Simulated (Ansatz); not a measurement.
A (001) slab of CuO (Cccm (No. 66)), 12 planes, outer planes Cu (top) and O (bottom), with 12 atoms (Cu6O6) in a surface cell of A = 8.695 Å², as cut from the bulk:

```xyz
12
Lattice="2.9487 0.0000 0.0000 0.0130 2.9487 0.0000 0.0000 0.0000 29.1662" Properties=species:S:1:pos:R:3 pbc="T T T"
O     1.4980    1.4914    7.5000
Cu    0.0237    1.4914    8.7878
O     1.4980    1.4915   10.0757
Cu    1.4916    0.0172   11.3635
O     1.4981    1.4915   12.6513
Cu    0.0238    1.4916   13.9392
O     1.4982    1.4916   15.2270
Cu    1.4917    0.0173   16.5148
O     1.4983    1.4916   17.8027
Cu    0.0239    1.4917   19.0905
O     1.4983    1.4918   20.3783
Cu    1.4919    0.0174   21.6662
```

All numbers below come from DFT PBE, scalar-relativistic, plane waves, PAW in Ansatz 0.2.0. Cutoff 420 eV; k points 12×12×1 on the computed 12-atom cell (Γ-centred); Gaussian smearing, width 0.10 eV; no spin polarisation. A dipole correction removes the field between periodic images along c.

Against the same 12 atoms in the bulk, the slab as cut lies 2.734 eV higher and the relaxed slab 2.479 eV higher.

(1) Work out the surface energy before and after relaxation.

(2) What is the ideal work of this cut, per area?

Spin polarisation was left out, and a magnetic state may lie lower.

## Answers

(1) The slab has two faces, so γ = (E_slab − N·E_bulk)/(2A), the mean of both. As cut: 2.734/(2 × 8.695) = 0.1572 eV/Å², and 1 eV/Å² = 16.02 J/m², so γ = 2.52 J/m². Relaxed: 2.479/(2 × 8.695) = 0.1426 eV/Å² = 2.28 J/m². Relaxation recovers 9 % of the cost of cutting.

(2) Griffith's ideal work is 2γ: 5.04 J/m² if the new faces stay rigid, 4.57 J/m² if they relax. One thickness was run, 12 planes, so γ can still shift with it.

The reference crystal is a form of CuO, which isn't its usual structure.

Relaxation lowers the mean surface energy only from 2.52 to 2.28 J/m², so most of the cleavage cost remains after the atoms adjust. The geometry explains why: each Cu in the bulk sits in a nearly square-planar arrangement of four O, and the cut takes away two of these neighbours from the outer Cu and two Cu neighbours from the outer O. Small displacements can strengthen the remaining Cu–O bonds, but cannot replace the missing ones.

The cut is also polar, since planes of cations and anions alternate along the normal. In the ionic picture, such a stack needs compensating charge at its faces. Without a change in composition, this probably comes from electron transfer that leaves the O face short of electrons and the Cu face with a surplus, partly filling Cu–O antibonding states there. The work of separation properly describes the creation of this unlike pair, but it doesn't show which face costs more, nor whether either would survive against reconstruction or a change in oxygen content.
